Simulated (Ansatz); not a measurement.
Here is an unrelaxed guess for Bi.

```
Bi
1.0
     3.58751    0.00000    0.00000
    -1.79376    3.10688    0.00000
     0.00000    0.00000    6.76588
Bi
2
Direct
  0.00000 0.00000 0.75318
  0.00000 0.00000 0.24682
```

These are results of DFT PBE, scalar-relativistic, plane waves, PAW in Ansatz, not measurements. Settings: cutoff 420 eV, Γ-centred mesh 6×6×4 on the computed 2-atom cell, Gaussian smearing of 0.10 eV; no spin polarisation.

Energies count from the standard state of Bi at the same level.

Question: What does a single point on this coarse mesh give?

Answer: The pressure is -4.3 GPa (the mean over three directions, positive in compression), the largest force is 0.02 eV/Å, and the energy is +0.13 eV/atom against the standard state. The shortest distance is 3.34 Å.

Question: How much does it gain on relaxing, and where does it end?

Answer: Relaxing gains under 0.1 eV/atom (the start's value is from the coarse mesh, so the gain is rough) in 8 ionic steps and ends at +0.06 eV/atom on the finer mesh. The symmetry stays P6/mmm (No. 191). The end has the simple hexagonal type. The volume per atom shrinks by 10.5 %, from 37.7 to 33.7 Å³. The shortest distance goes from 3.34 Å (Bi–Bi) to 3.30 Å (Bi–Bi). The ratio c/a of the conventional cell changes by a factor of 0.51. Conventional cell: a = 3.434 Å, c = 3.304 Å. Bi is surrounded by 8 Bi at 3.30–3.43 Å.

The last run used an 18×18×16 mesh (in the run's order of axes) for its 1-atom cell and Gaussian smearing of 0.10 eV. These runs have no spin–orbit coupling, which can matter for Bi. The relaxation can't lower the symmetry of the start. A structure relaxed within its symmetry needn't be a true minimum.
